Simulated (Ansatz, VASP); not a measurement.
**One calculation of W, two programs**

```xyz
1
Lattice="0.0000 1.9995 1.9691 1.9995 0.0000 1.9691 1.9995 1.9995 0.0000" Properties=species:S:1:pos:R:3 pbc="T T T"
W     0.0000    0.0000    0.0000
```

Change from the starting cell: strain -0.015 along x and y, -0.030 along z, atoms carried along.

Alike in both runs: task single point; functional PBEsol; k mesh 20 × 20 × 20; occupations gaussian, width 0.15 eV; no spin polarisation.

```csv
,VASP,Ansatz
version,VASP 6.6.1,Ansatz 0.2.0
potentials or method,"VASP PAW PBE potentials, release 64 (W_sv)","scalar-relativistic, plane waves, PAW"
plane-wave cutoff (eV),520,420
valence electrons in the cell,14,14
```

VASP gave:

- gap on the k mesh at the Fermi level (eV): none
- pressure (GPa): 5.2
- largest component of the traceless stress (GPa): 3.75

What did Ansatz give for the same quantities?

gap on the k mesh at the Fermi level (eV): none; pressure (GPa): 4.4; largest component of the traceless stress (GPa): 3.70.

A gap of «none» marks a metal or a gap that the smearing closes. With one functional, cell and mesh, what is left measures potentials, basis and numerics.

Caveats: the PAW data sets were made with another functional, which shifts forces and pressure a little (VASP). The runs have no spin-orbit coupling, so splittings on W are missing.
